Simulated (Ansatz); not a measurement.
FeCo, space group Pm-3m, a comparison of magnetic orders

Program: Ansatz's Python interface.

Typed at the interpreter:
```pycon
>>> import warnings
>>> import ansatz as az
>>> import numpy as np
>>> def count_gap(report):
...     # lowest empty less highest filled band, counting bands; zero where they overlap
...     return max(report.get("gap_by_band_count_ev") or 0.0, 0.0)
...
>>> CELL = [
...     [2.857, 0.0, 0.0],
...     [0.0, 2.857, 0.0],
...     [0.0, 0.0, 2.857],
... ]
>>> ATOMS = [
...     ("Fe", [0.5, 0.5, 0.5]),
...     ("Co", [0.0, 0.0, 0.0]),
... ]
>>> def ordered(moments):
...     crystal = az.Crystal(lattice=az.Lattice.of(CELL))
...     for (symbol, position), moment in zip(ATOMS, moments):
...         crystal = crystal.atom(symbol, position, moment=moment or None)
...     return crystal
...
>>> warnings.simplefilter("ignore", az.DeckWarning)
>>> # starting moments in muB, one an atom
>>> orders = {
...     "FM": [3.5, 2.5],
...     "AFM": [3.5, -2.5],
... }
>>> rows = []
>>> for label, moments in orders.items():
...     setup = ordered(moments).calculation()
...     setup = setup.functional(az.Functional.PBE)
...     setup = setup.kpoints(mesh=(10, 10, 10))
...     setup = setup.basis(550).scf(tolerance=1e-10)
...     setup = setup.occupations("Fermi-Dirac", width=150 * az.meV).spin("collinear")
...     setup = setup.band_table()
...     report = setup.run(threads=1).report
...     rows.append((label, report["free_energy_ev"], report["magnetization_mub"], report["absolute_magnetization_mub"], max(abs(m) for m in report["site_moments_mub"]), count_gap(report)))
...     print(label, "site moments:", [round(m, 2) for m in report["site_moments_mub"]])
...
FM site moments: [2.8, 1.81]
RunWarning: the starting moments were not kept: 1 of 2 ended reversed and 1 kept their direction, counting a site from 0.1 μB. The largest reversed, site 1 (counted from 0, in the order of the [...]
AFM site moments: [2.8, 1.81]
>>> lowest = min(row[1] for row in rows)
>>> rows = [(row[0], 1000 * (row[1] - lowest) / 2, *row[2:]) for row in sorted(rows, key=lambda row: row[1])]
>>> print("         order  meV/magnetic atom         net muB    absolute muB  largest site muB  gap by band count eV")
         order  meV/magnetic atom         net muB    absolute muB  largest site muB  gap by band count eV
>>> for row in rows:
...     print(f"{str(row[0]):>14s}  {row[1]:17.2f}  {row[2]:14.3f}  {row[3]:14.3f}  {row[4]:16.3f}  {row[5]:20.3f}")
...
            FM               0.00           4.504           4.774             2.798                 0.000
           AFM               0.00           4.504           4.774             2.798                 0.000
>>> print("lowest of these starts:", rows[0][0])
lowest of these starts: FM
```

What to keep in mind:
- The SCF didn't keep the moments it started from (some shrank, vanished or turned); what is printed is the state reached.
- For a metal this k-point mesh is coarse: on a finer one energies can move by several to tens of meV an atom and pressures by half a GPa or more, differences at one mesh by less.
- A Fermi-Dirac width this large means warm electrons, whose thermal share enters the free energy.
- A gap by band count of zero or less means overlapping bands, a metal.
- The starting cell is as deposited in a crystallographic database; the results hold for this polymorph, which needn't be the stable one.
- Gaps and levels are Kohn-Sham values on a finite set of k-points.
- Warnings are shown shortened and without file and line.
- Each row is the state reached from that start at the given structure, not necessarily the lowest of its order; other orders weren't tried.
- The script silences the warnings on its input, which a real study should read.
- Wall time of the script: 16 s on 1 thread of Intel(R) Xeon(R) Platinum 8259CL CPU @ 2.50GHz (Skylake/Cascade Lake), on a shared host, peak memory 0.49 GiB.
